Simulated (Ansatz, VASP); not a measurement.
# Cu: VASP beside Ansatz

```xyz
1
Lattice="0.0000 1.7594 1.7594 1.7594 0.0000 1.7594 1.7594 1.7594 0.0000" Properties=species:S:1:pos:R:3 pbc="T T T"
Cu    0.0000    0.0000    0.0000
```

Alike in both runs: functional LDA; k mesh 16 × 16 × 16; occupations gaussian, width 0.1 eV; no spin polarisation.

Ansatz relaxed the structure, and its values are those at the end. VASP's run is a single point on that final structure, the one shown.

```csv
,VASP,Ansatz
version,VASP 6.6.1,Ansatz 0.2.0
potentials or method,"VASP PAW LDA potentials, release 64 (Cu)","scalar-relativistic, plane waves, PAW"
plane-wave cutoff (eV),520,420
valence electrons in the cell,11,19
```

```csv
,VASP,Ansatz,Ansatz less VASP
gap on the k mesh at the Fermi level (eV),none,none,-
pressure (GPa),0.9,0.0,-0.93
```

A gap of «none» marks a metal or a gap that the smearing closes. The two sets of potentials don't hold the same shells in valence. Ansatz warned: «pseudo_functional_mismatch».
